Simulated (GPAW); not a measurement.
## Al2Pt: optical spectrum with PBE

The system is Al2Pt.

```
Pt Al
1.0
     0.00000    2.97457    2.97457
     2.97457    0.00000    2.97457
     2.97457    2.97457    0.00000
Pt Al
1 2
Direct
  0.00000 0.00000 0.00000
  0.75000 0.75000 0.75000
  0.25000 0.25000 0.25000
```

```json
{"Program": "GPAW 26.7.0", "Task": "optical spectrum", "Functional": "PBE", "Potentials or basis": "GPAW PAW data sets (gpaw-data 1.2.1)", "Cutoff": "450 eV", "Basis": "pw", "k mesh": "6 × 6 × 6", "Occupations": "fermi-dirac, width 0.05 eV", "Spin": "no spin polarisation", "Eta": "0.1 eV", "Response ecut": "50 eV", "Scissors": "0 eV", "Kernel": "RPA", "Maxiter": "150", "Response k mesh": "17 × 17 × 17", "Domega0": "0.05 eV", "Omega2": "10 eV", "Response bands": "41", "Directions": "[\"x\"]", "Intraband": "yes"}
```

```json
{"Band gap on the k mesh": "none (metal or under the smearing width)"}
```

Dielectric function (mean over the directions given):
```tsv
energy (eV)	real part	imaginary part
0.67	-89.96	64.00
1.04	-47.13	33.78
1.54	-25.26	10.14
2.00	-12.59	4.83
2.54	-3.92	3.52
2.91	0.57	3.89
3.43	3.34	8.58
3.89	0.84	10.79
4.44	-3.98	10.25
4.79	-4.35	6.27
5.31	-3.16	4.32
5.76	-2.34	3.13
6.31	-0.94	3.28
6.79	-0.88	3.17
7.12	-0.72	3.17
7.63	-0.45	3.43
8.16	-0.65	4.35
8.71	-2.27	3.25
9.08	-1.77	2.19
9.56	-1.44	2.21
10.06	-1.36	1.93
10.57	-1.23	1.65
10.88	-1.14	1.53
11.41	-1.04	1.27
11.96	-0.93	1.14
12.42	-0.73	0.96
12.88	-0.67	0.83
13.36	-0.59	0.76
13.85	-0.50	0.68
14.35	-0.37	0.52
14.86	-0.21	0.46
15.26	-0.14	0.47
15.80	-0.05	0.39
16.36	0.02	0.39
16.93	0.08	0.38
17.36	0.15	0.34
17.96	0.19	0.35
18.58	0.25	0.31
19.22	0.28	0.33
19.87	0.27	0.28
```

Wall time 4.4 min on 1 thread of Arm Neoverse V2, on a shared host, peak memory 0.51 GiB.

Caveat: the intraband term hangs on this k mesh; the long-wavelength limit can be off by several per cent where d states take part; independent-particle spectra lack excitons. Spin-orbit coupling is left out, which matters for the levels of Pt.
